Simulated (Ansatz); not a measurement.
The system is PbSe (Clausthalite).

```xyz
2
Lattice="0.0000 3.0606 3.0606 3.0606 0.0000 3.0606 3.0606 3.0606 0.0000" Properties=species:S:1:pos:R:3 pbc="T T T"
Pb    0.0000    0.0000    0.0000
Se    3.0606    3.0606    3.0606
```

Program: Ansatz 0.2.0. Alike in all runs: task single point; potentials or basis all-electron PAW datasets made for the crystal; no spin polarisation; cell as given; smearing fermi-dirac 0.05 eV. Hardware: 1 thread of Arm Neoverse V1 (shared host).

Q: Order these runs on this cell by their wall time, lowest first.
A. level PBE0; k mesh 4 × 4 × 4; cutoff (eV) 270; mesh quality coarse
B. level PBE; k mesh 4 × 4 × 4; cutoff (eV) 240; mesh quality coarse
C. level HSE06; k mesh 6 × 6 × 6; cutoff (eV) 270; mesh quality not flagged

A: B (2.4 s), A (31 s), C (130 s).

Caveats: some runs use coarse meshes.
